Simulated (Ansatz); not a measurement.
# GaAs: a single-point run

The task is a single-point run on GaAs. The structure is shown as the input types it. The cell is built on a prototype (CsCl type) and needn't be the phase found in nature.

Computed with Ansatz 0.2.0 (density functional or hybrid calculation with the settings of its input, plane waves (as first typed), unless a step's input says otherwise).

12 further runs of the same task are left out: 7 for a known fault of the program, 5 that didn't finish.

### 1 Starting point

It takes space group Pm-3m (No. 221, cubic). Conventional cell: a = 3.329 Å, b = 3.329 Å, c = 3.329 Å, α = 90.00°, β = 90.00°, γ = 90.00°. Ga (site symmetry m-3m) has 8 As at 2.88 Å as nearest neighbours. As (site symmetry m-3m) is surrounded by 8 Ga at 2.88 Å.

As a file:

```cif
data_structure
_symmetry_space_group_name_H-M 'Pm-3m'
_symmetry_Int_Tables_number 221
_cell_length_a 3.3287
_cell_length_b 3.3287
_cell_length_c 3.3287
_cell_angle_alpha 90.000
_cell_angle_beta 90.000
_cell_angle_gamma 90.000
_cell_volume 36.88
loop_
_atom_site_label
_atom_site_type_symbol
_atom_site_symmetry_multiplicity
_atom_site_Wyckoff_symbol
_atom_site_fract_x
_atom_site_fract_y
_atom_site_fract_z
_atom_site_occupancy
Ga1 Ga 1 a 0.00000 0.00000 0.00000 1
As1 As 1 b 0.50000 0.50000 0.50000 1
```

### 2 The calculation

input.yaml reads:

```yaml
crystal:
  lattice:
    - [3.3286687147, 0.0, 0.0]
    - [0.0, 3.3286687147, 0.0]
    - [0.0, 0.0, 3.3286687147]
  atoms:
    - { symbol: Ga, position: [0.0, 0.0, 0.0] }
    - { symbol: As, position: [0.5, 0.5, 0.5] }
kpoints:
  mp_grid: { grid: [6, 6, 6] }
hamiltonian:
  xc: pbe
scf:
  occupations: { method: fermi_dirac, width: 0.02 }
  n_extra_bands: 4
  max_iter: 56
output:
  forces: true
  stress: true
  eigenvalues: true
basis:
  ecutwfc: 80
```

On the command line:

```sh
$ ansatz run input.yaml --threads 4 --pin off --max-ram 3686MiB --backend cpu --events-out ev --progress --plain --runs-dir out
```

Q: Will this input give a usable result? If not, why, and what should change?

The run converged and reported no error, with warnings (cutoff below recommended). Its log warns: «basis.ecutwfc = 80 eV is below the records' recommended 420 eV ...»

Look at the input: basis.ecutwfc is 80. The cutoff lies far under what these potentials need. The potentials' recommended cutoff is 420 eV.

Run again and compare: delete basis.ecutwfc (the default then holds).
